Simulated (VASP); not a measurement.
A run of VASP 6.6.1 is set up as follows.

Contents of INCAR:

```
PREC = Accurate
ENCUT = 520
EDIFF = 1E-7
ISMEAR = 0
SIGMA = 0.02
LREAL = False
LASPH = True
NELM = 100
ALGO = Normal
ISIF = 2
LWAVE = False
LCHARG = False
GGA = PS
NBANDS = 15
```

Contents of KPOINTS:

```
regular mesh
0
Gamma
  8 8 8
```

Contents of POSCAR:

```
CaS
1.0
    0.0000000000      2.7466223000      2.7466223000
    2.7466223000      0.0000000000      2.7466223000
    2.7466223000      2.7466223000      0.0000000000
Ca S
1 1
Direct
    0.0000000000      0.0000000000      0.0000000000
    0.5000000000      0.5000000000      0.5000000000
```

Potentials or basis: VASP PAW PBE potentials, release 64 (Ca_sv, S).

Command:

```bash
$ cat potpaw_PBE.64/Ca_sv/POTCAR potpaw_PBE.64/S/POTCAR > POTCAR
$ mpirun -np 1 vasp_std > vasp.out
```

**Question.** What does it give for the band gap on the k mesh?

**Answer.** 1.94 eV, indirect (least direct gap 2.83 eV).

**Question.** Estimate the pressure.

**Answer.** 5.7 GPa.

Caveat: the PAW data sets were made with another functional, which shifts forces and pressure a little. A k mesh can miss the band edges.
